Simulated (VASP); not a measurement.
CdO (Monteponite):

```
Cd O
1.0
     0.00000    2.34950    2.34950
     2.34950    0.00000    2.34950
     2.34950    2.34950    0.00000
Cd O
1 1
Direct
  0.00000 0.00000 0.00000
  0.50000 0.50000 0.50000
```

* Program: VASP 6.6.1
* Task: relaxation of cell and atoms
* Functional: PBE
* Potentials or basis: VASP PAW PBE potentials, release 64 (Cd, O_s)
* Cutoff: 480 eV
* k mesh: 10 × 10 × 10
* Occupations: fermi-dirac, width 0.05 eV
* Spin: no spin polarisation

At the start: pressure 7.4 GPa; volume 12.97 Å³/atom.

Q: Where does the relaxation end?

A: Over 3 steps the energy falls by 15.1 meV/atom and the volume is 13.65 Å³/atom (+5.3 %); space group Fm-3m (No. 225, to 0.05 Å).

Step by step:
| step | energy change (eV) | largest force (eV/Å) | pressure (GPa) | volume (Å³) |
| --- | --- | --- | --- | --- |
| 1 | 0.0000 | 0.0000 | 7.44 | 25.94 |
| 2 | -0.0172 | 0.0000 | -4.18 | 28.27 |
| 3 | -0.0302 | 0.0000 | -0.04 | 27.30 |

Final structure:
```yaml
crystal:
  lattice:
    - [0.00000, 2.39002, 2.39002]
    - [2.39002, 0.00000, 2.39002]
    - [2.39002, 2.39002, 0.00000]
  atoms:
    - { symbol: Cd, position: [0.00000, 0.00000, 0.00000] }
    - { symbol: O, position: [0.50000, 0.50000, 0.50000] }
```
